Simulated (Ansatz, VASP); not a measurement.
## Two plane-wave programs on MoSe

```
Mo Se
1.0
     0.00000    2.57485    2.57485
     2.57485    0.00000    2.57485
     2.57485    2.57485    0.00000
Mo Se
1 1
Cartesian
  0.0000 0.0000 0.0000
  2.5749 2.5749 2.5749
```

Alike in both runs: functional PBEsol; k mesh 14 × 14 × 14; occupations gaussian, width 0.1 eV; no spin polarisation.

Ansatz relaxed the structure, and its values are those at the end. VASP's run is a single point on that final structure, the one shown.

|  | VASP | Ansatz |
| --- | --- | --- |
| version | VASP 6.6.1 | Ansatz 0.2.0 |
| potentials or method | VASP PAW PBE potentials, release 64 (Mo_sv, Se) | scalar-relativistic, plane waves, PAW |
| plane-wave cutoff (eV) | 520 | 420 |
| valence electrons in the cell | 20 | 30 |

|  | VASP | Ansatz | Ansatz less VASP |
| --- | --- | --- | --- |
| gap on the k mesh at the Fermi level (eV) | none | none | - |
| pressure (GPa) | 0.4 | 0.0 | -0.39 |

A gap of «none» marks a metal or a gap that the smearing closes. The two sets of potentials don't hold the same shells in valence.

Caveats: the PAW data sets were made with another functional, which shifts forces and pressure a little (VASP).
